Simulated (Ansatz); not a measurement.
AgCl in the CsCl-type structure, relaxed with r2SCAN, was run in Ansatz 0.2.0 under altered settings. All numbers are computed, without spin polarisation but where a row says otherwise.

```xyz
2
Lattice="3.3956 0.0000 0.0000 0.0000 3.3956 0.0000 0.0000 0.0000 3.3956" Properties=species:S:1:pos:R:3 pbc="T T T"
Ag    0.0000    0.0000    0.0000
Cl    1.6978    1.6978    1.6978
```

The base run's other keys:
```yaml
kpoints:
  mp_grid: { grid: [4, 4, 4] }
hamiltonian:
  xc: hse06
scf:
  occupations: { method: fixed }
  n_extra_bands: 4
```

It takes 13 iterations with 751 plane waves at 420 eV and 10 k points, and leaves a mean stress of +1.49 GPa. The gap over this mesh is 2.020 eV. It ran on 4 threads of Arm Neoverse N1 (shared host).

Outcomes, with energy and stress as changes against the base:
```csv
setting,outcome,ΔF (meV/atom),Δ mean stress (GPa),gap on the mesh (eV),iterations,wall time
hamiltonian.xc: pbe0,converged,–,-0.2,2.727,13,7.6 s
"PBE hybrid, exx coeff 0.35, omega 0.3 1/Å",converged,–,0.0,2.309,15,8.8 s
"PBE hybrid, exx coeff 0.3, omega 0.3 1/Å",converged,–,0.0,2.050,13,8 s
"PBE hybrid, exx coeff 0.4, omega 0.3 1/Å",converged,–,-0.1,2.571,15,8.9 s
scf.eigensolver.kind: dense,converged,0.0,0.0,2.020,12,32 s
```
A dash marks a value that wasn't obtained or can't be compared. Stress is positive in compression. The base took 8.1 s.

- hamiltonian.xc: pbe0. The mean stress moves by -0.2 GPa and the gap on the mesh by +0.707 eV (to 2.727). It's another functional on the same cell, so totals aren't comparable.
- PBE hybrid, exx coeff 0.35, omega 0.3 1/Å. That is 35 % exact exchange, screened with ω = 0.3 1/Å, against HSE06's 25 % screened at 0.208 1/Å. The mean stress moves by 0.0 GPa and the gap on the mesh by +0.289 eV (to 2.309). Totals of different functionals aren't comparable.
- PBE hybrid, exx coeff 0.3, omega 0.3 1/Å. That is 30 % exact exchange, screened with ω = 0.3 1/Å, against HSE06's 25 % screened at 0.208 1/Å. The mean stress moves by 0.0 GPa and the gap on the mesh by +0.030 eV (to 2.050). Totals of different functionals aren't comparable.
- PBE hybrid, exx coeff 0.4, omega 0.3 1/Å. That is 40 % exact exchange, screened with ω = 0.3 1/Å, against HSE06's 25 % screened at 0.208 1/Å. The mean stress moves by -0.1 GPa and the gap on the mesh by +0.551 eV (to 2.571). Totals of different functionals aren't comparable.

Within 1 meV an atom, 0.1 GPa and 0.005 eV of the base stay: scf.eigensolver.kind: dense.

Spin-orbit coupling is left out.

The stress of a hybrid is loosely converged in these runs.

The meshes of the hybrids are coarse, so their gaps aren't converged to the digits shown.
